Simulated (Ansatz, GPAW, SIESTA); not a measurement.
PbO2: programs and potentials compared

```
Pb O
1.0
     0.00000    2.70199    2.70199
     2.70199    0.00000    2.70199
     2.70199    2.70199    0.00000
Pb O
1 2
Direct
  0.00000 0.00000 0.00000
  0.75000 0.75000 0.75000
  0.25000 0.25000 0.25000
```

The cell comes from a database or a generator and needn't be the stable form of this composition.

Alike in all runs: task band structure; functional LDA; k mesh 9 × 9 × 9; occupations fermi-dirac, width 0.05 eV; no spin polarisation; no spin-orbit coupling. LDA stands for any of its common fits. Pressure is positive in compression and, in plane waves, holds the error of the finite cutoff.

```json
{"program and potentials": "Ansatz, all-electron LAPW, scalar-relativistic", "plane-wave cutoff (eV)": "-", "notes": "-", "pressure (GPa)": "-10.01"}
{"program and potentials": "SIESTA, files PseudoDojo sr-lda-0.4.1-standard, DZP (energy shift 0.003 Ry; two zetas on semicore shells)", "plane-wave cutoff (eV)": "-", "notes": "atomic basis", "pressure (GPa)": "-6.19"}
{"program and potentials": "GPAW, the program's PAW data sets (release 1.2.1) made for this functional", "plane-wave cutoff (eV)": "800", "notes": "-", "pressure (GPa)": "-11.43"}
```

The pressure spans -11.43 (GPAW, the program's PAW data sets (release 1.2.1) made for this functional) to -6.19 GPa (SIESTA, files PseudoDojo sr-lda-0.4.1-standard, DZP (energy shift 0.003 Ry; two zetas on semicore shells)), with all-electron results at -10.01. The cell lies far from this level's equilibrium. Rows in atomic bases carry the error of their basis and grid, which can be large.

The functional is the same throughout but for its coding, so the spread measures potentials, basis and numerics; runs on potential files found faulty are left out.
